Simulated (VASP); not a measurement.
SiC (Moissanite 3C):

```
Si C
1.0
     0.00000    2.17900    2.17900
     2.17900    0.00000    2.17900
     2.17900    2.17900    0.00000
Si C
1 1
Cartesian
  0.0000 0.0000 0.0000
  1.0895 1.0895 1.0895
```

Base run:

- Program: VASP 6.6.1
- Functional: r2SCAN
- Potentials or basis: VASP PAW PBE potentials, release 64 (Si, C)
- Cutoff: 520 eV
- k mesh: 10 × 10 × 10
- Occupations: gaussian, width 0.03 eV
- Spin: no spin polarisation

Its results: band gap on the k mesh 1.72 eV, indirect (least direct gap 5.06 eV).

Q: After a change of settings the same cell gave: band gap on the k mesh 2.34 eV, indirect (least direct gap 5.53 eV). Which change was it?
A. functional from r2SCAN to PBE0; further incar settings from ALGO = Normal; EDIFF = 1e-07; NBANDS = 11 to ALGO = Normal; EDIFF = 1e-06
B. functional from r2SCAN to TB-mBJ
C. functional from r2SCAN to PBE; further incar settings from ALGO = Normal; EDIFF = 1e-07; NBANDS = 11 to ALGO = Fast; EDIFF = 1e-07; NBANDS = 28

A: B.

Not every run made on this cell is shown here.
